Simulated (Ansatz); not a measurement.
BaTiO3:

```
Ba Ti O
1.0
     3.72890   -0.42193    0.02237
    -0.28447    3.27547    3.11008
     0.31643   -2.75371    2.58992
Ba Ti O
1 1 3
Direct
  0.00364 0.99727 0.99850
  0.50025 0.51161 0.51018
  0.99835 0.49282 0.49504
  0.49991 0.50154 0.99454
  0.49786 0.99299 0.49796
```

Base run:

```yaml
Program: Ansatz 0.2.0
Functional: RPBE
Potentials_or_basis: Ansatz PAW
Cutoff: "420 eV (not typed: the program's choice for these potentials)"
k_mesh: 7 × 6 × 7
Occupations: fermi-dirac, width 0.05 eV
Spin: no spin polarisation
```

Its results: band gap on the k mesh 0.66 eV, indirect (least direct gap 0.74 eV); pressure 21.7 GPa; largest force 0.707 eV/Å.

Q: The run is repeated on the same cell with these changes: functional from RPBE to PBE; cutoff from 420 eV (not typed: the program's choice for these potentials) to 600 eV. What comes out?

A: Band gap on the k mesh 0.61 eV, indirect (least direct gap 0.70 eV); pressure 17.3 GPa; largest force 0.723 eV/Å.

PBE binds more tightly than RPBE, so the same cell stands under less pressure.

Caveats: so large a pressure means that the cell lies far from this level's equilibrium, or that cutoff or potentials fall short; spin-orbit coupling is left out, which moves the levels of the heavy elements; the PAW data sets come from PBE, with cores solved anew for the run's functional, which leaves a small shift of forces and pressure (some runs); odd divisions of the mesh miss points on the zone boundary, where band edges often lie, so the gap on the mesh can be too wide (some runs).
